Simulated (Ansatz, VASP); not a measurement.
# Si: VASP beside Ansatz

The input INCAR:

```
SYSTEM = Si
  ALGO = Normal
  EDIFF = 1E-6
  ENCUT = 520
  GGA = PE
  ISIF = 2
  ISMEAR = -1
  LASPH = .TRUE.
  LCHARG = .FALSE.
  LREAL = .FALSE.
  LWAVE = .FALSE.
  NBANDS = 8
  NELM = 80
  PREC = Accurate
  SIGMA = 0.05
```

The input KPOINTS:

```
k-points
0
G
  10 10 10
  0 0 0
```

Contents of POSCAR:

```
Si
1.0
    2.5321100000      0.0000000000      0.0000000000
    0.0000000000      2.5321100000      0.0000000000
    0.0000000000      0.0000000000      2.5321100000
Si
1
Direct
    0.5000000000      0.5000000000      0.5000000000
```

The input input.yaml:

```yaml
crystal:
  lattice:
    - [2.53211, 0.0, 0.0]
    - [0.0, 2.53211, 0.0]
    - [0.0, 0.0, 2.53211]
  atoms:
    - { symbol: Si, position: [0.5, 0.5, 0.5] }
kpoints:
  mp_grid: { grid: [10, 10, 10] }
scf:
  occupations: { method: fermi_dirac, width: 0.05 }
hamiltonian:
  xc: pbe
  pseudopotentials: { kind: all_electron, lapw: { basis_error: 0.001 } }
output:
  forces: true
  stress: true
  eigenvalues: true
  populations: true
```

The cell was built by a generator and needn't be a form met in nature.

Alike in both runs: task single point; functional PBE; k mesh 10 × 10 × 10; occupations fermi-dirac, width 0.05 eV; no spin polarisation.

|  | VASP | Ansatz |
| --- | --- | --- |
| version | VASP 6.6.1 | Ansatz 0.2.0 |
| potentials or method | VASP PAW PBE potentials, release 64 (Si) | all-electron LAPW, scalar-relativistic |
| plane-wave cutoff (eV) | 520 | see its input |

VASP gave:

```
gap on the k mesh at the Fermi level (eV) : none
pressure (GPa)                            : 0.2
```

Question: What did Ansatz give for the same quantities?

Answer: gap on the k mesh at the Fermi level (eV): none; pressure (GPa): 0.3.

A gap of «none» marks a metal or a gap that the smearing closes. Ansatz ran all-electron here, so the differences hold the error of VASP's frozen core and of both bases.
